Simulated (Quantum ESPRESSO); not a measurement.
Runs of Quantum ESPRESSO 7.5 on CdS (Hawleyite). The structure is cubic, space group F-43m (No. 216). The conventional cell has a = 5.833 Å, b = 5.833 Å, c = 5.833 Å, α = 90.00°, β = 90.00°, γ = 90.00°. Around Cd (site symmetry -43m) lie 4 S at 2.53 Å. S (site symmetry -43m) has 4 Cd at 2.53 Å as nearest neighbours. 

```csv
task,level,potentials or basis,cell,k mesh,cutoff (eV),smearing,q mesh for exact exchange,cutoff for exact exchange,symmetry,SCF threshold,form of the LDA correlation,mesh quality,gap on the mesh (eV),pressure (GPa)
single point,r2SCAN0,SG15 PBE 1.2,as given,4 × 4 × 4,952,fixed,4 × 4 × 4,1904.8 eV,off,1e-07 Ry,-,coarse,(a),-
relaxation of cell and atoms,LDA,SSSP 1.3 efficiency PBE,relaxed to 30 GPa,8 × 8 × 8,939,fermi-dirac 0.05 eV,-,-,-,4e-10 Ry,PZ81,not flagged,1.30,30.0
relaxation of cell and atoms,LDA,SSSP 1.3 efficiency PBE,relaxed to 0.3 kbar,8 × 8 × 8,939,fermi-dirac 0.05 eV,-,-,-,4e-10 Ry,PZ81,not flagged,(b),0.0
single point,PBE,SG15 PBE 1.2,as given,4 × 4 × 4,952,fermi-dirac 0.05 eV,-,-,-,4e-10 Ry,-,coarse,(c),3.2
relaxation of cell and atoms,LDA,SSSP 1.3 efficiency PBE,relaxed to 5 GPa,8 × 8 × 8,939,fermi-dirac 0.05 eV,-,-,-,4e-10 Ry,PZ81,not flagged,1.00,5.1
relaxation of cell and atoms,LDA,SSSP 1.3 efficiency PBE,relaxed to 20 GPa,8 × 8 × 8,939,fermi-dirac 0.05 eV,-,-,-,4e-10 Ry,PZ81,not flagged,1.21,20.1
relaxation of cell and atoms,LDA,SSSP 1.3 efficiency PBE,relaxed to 10 GPa,8 × 8 × 8,939,fermi-dirac 0.05 eV,-,-,-,4e-10 Ry,PZ81,not flagged,1.09,10.1
relaxation of cell and atoms,LDA,SSSP 1.3 efficiency PBE,relaxed to 2 GPa,8 × 8 × 8,939,fermi-dirac 0.05 eV,-,-,-,4e-10 Ry,PZ81,not flagged,0.93,2.0
```

Alike in all rows: no spin polarisation.

Estimate the missing entries.

(a) 2.88; (b) 0.87; (c) 1.14.

Caveats: some runs use coarse meshes; the potentials were made for another functional, which shifts forces and pressure (some runs); this program's forces and stress for hybrids aren't reliable and aren't listed (some runs).

A k mesh can miss the band edges, and the runs leave out spin-orbit coupling on Cd.

The runs don't all hold the same shells in valence.
